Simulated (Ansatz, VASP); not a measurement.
# One calculation of WS2, two programs

INCAR

```
PREC = Accurate
ENCUT = 520
EDIFF = 1E-7
ISMEAR = -1
SIGMA = 0.05
LREAL = False
LASPH = True
NELM = 100
ALGO = Normal
ISIF = 2
LWAVE = False
LCHARG = False
GGA = PS
NBANDS = 20
```

Contents of KPOINTS:

```
regular mesh
0
Gamma
  10 10 2
```

Contents of POSCAR:

```
WS2
1.0
    3.1198460281      0.0000000000      0.0000000000
   -1.5599230140      2.7018659162      0.0000000000
    0.0000000000      0.0000000000     16.9505778900
W S
1 2
Direct
    0.0000000000      0.0000000000      0.0000000000
    0.3333333333      0.6666666667      0.0920005100
    0.3333333333      0.6666666667      0.9079994900
```

File input.yaml:

```yaml
crystal:
  lattice:
    - [3.1198460281, 0.0, 0.0]
    - [-1.559923014, 2.7018659162, 0.0]
    - [0.0, 0.0, 16.95057789]
  atoms:
    - { symbol: W, position: [0.0, 0.0, 0.0] }
    - { symbol: S, position: [0.3333333333, 0.6666666667, 0.09200051] }
    - { symbol: S, position: [0.3333333333, 0.6666666667, 0.90799949] }
kpoints:
  mp_grid: { grid: [10, 10, 2] }
  band_path:
    path:
      - [0.0, 0.0, 0.0]
      - [0.5, 0.0, 0.0]
      - [0.3333333333, 0.3333333333, 0.0]
      - [0.0, 0.0, 0.0]
      - [0.0, 0.0, 0.5]
      - [0.5, 0.0, 0.5]
      - [0.3333333333, 0.3333333333, 0.5]
      - [0.0, 0.0, 0.5]
    npoints: 10
scf:
  occupations: { method: fermi_dirac, width: 0.05 }
hamiltonian:
  xc: pbesol
  pseudopotentials: { kind: all_electron, lapw: { basis_error: 0.002 } }
output:
  forces: true
  stress: true
  eigenvalues: true
```

Change from the starting cell: strain_xy = -0.02.

Alike in both runs: functional PBEsol; k mesh 10 × 10 × 2; occupations fermi-dirac, width 0.05 eV; no spin polarisation.

|  | VASP | Ansatz |
| --- | --- | --- |
| version | VASP 6.6.1 | Ansatz 0.2.0 |
| potentials or method | VASP PAW PBE potentials, release 64 (W_sv, S) | all-electron LAPW, scalar-relativistic |
| plane-wave cutoff (eV) | 520 | see its input |
| task | single point | band structure |

|  | VASP | Ansatz | Ansatz less VASP |
| --- | --- | --- | --- |
| gap on the k mesh at the Fermi level (eV) | 2.30 | 2.30 | -0.002 |
| least direct gap on the mesh (eV) | 2.38 | 2.38 | -0.004 |
| rms of the force components (eV/Å) | 0.179 | 0.167 | -0.0112 |

Atom by atom the forces differ by 0.011 eV/Å (rms over components). Ansatz ran all-electron here, so the differences hold the error of VASP's frozen core and of both bases.

Caveats: spin-orbit coupling is left out, which moves the levels of the heavy elements; the PAW data sets were made with another functional, which shifts forces and pressure a little (VASP).
